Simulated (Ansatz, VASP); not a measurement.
One calculation of GaAs, two programs

INCAR

```
ALGO = Normal
EDIFF = 1E-6
ENCUT = 520
GGA = CA
ISIF = 2
ISMEAR = 0
LASPH = True
LCHARG = True
LELF = True
LREAL = False
LVHAR = True
LWAVE = False
NBANDS = 16
NELM = 100
PREC = Accurate
SIGMA = 0.1
```

The input KPOINTS:

```
k-points
0
Gamma
  6 6 6
```

Contents of POSCAR:

```
GaAs
1.0
    0.0000000000      2.8750910500      2.8750910500
    2.8750910500      0.0000000000      2.8750910500
    2.8750910500      2.8750910500      0.0000000000
Ga As
1 1
Direct
    0.0000000000      0.0000000000      0.0000000000
    0.7500000000      0.7500000000      0.7500000000
```

Input for Ansatz:

```yaml
crystal:
  lattice:
    - [0.0, 2.87509105, 2.87509105]
    - [2.87509105, 0.0, 2.87509105]
    - [2.87509105, 2.87509105, 0.0]
  atoms:
    - { symbol: Ga, position: [0.0, 0.0, 0.0] }
    - { symbol: As, position: [0.75, 0.75, 0.75] }
basis:
  ecutwfc: 420
kpoints:
  mp_grid: { grid: [6, 6, 6] }
hamiltonian:
  xc: lda
  pseudopotentials: { kind: paw, azcp: { folder: soft_1 } }
scf:
  occupations: { method: gaussian, width: 0.1 }
output:
  forces: true
  stress: true
  eigenvalues: true
```

The cell is a database's computed one.

Alike in both runs: task single point; functional LDA; k mesh 6 × 6 × 6; occupations gaussian, width 0.1 eV; no spin polarisation.

|  | VASP | Ansatz |
| --- | --- | --- |
| version | VASP 6.6.1 | Ansatz 0.2.0 |
| potentials or method | VASP PAW LDA potentials, release 64 (Ga_d, As) | scalar-relativistic, plane waves, PAW |
| plane-wave cutoff (eV) | 520 | 420 |
| valence electrons in the cell | 18 | 28 |

VASP gave:

```
gap on the k mesh at the Fermi level (eV) : none
pressure (GPa)                            : -4.5
```

Task: Which values does Ansatz return?

Result: gap on the k mesh at the Fermi level (eV): none; pressure (GPa): -4.7.

A gap of «none» marks a metal or a gap that the smearing closes. The two sets of potentials don't hold the same shells in valence. Ansatz warned: «pseudo_functional_mismatch».

Caveats: this crystal is a semiconductor, whose small gap the functional closes, so the metal is an error of the method.
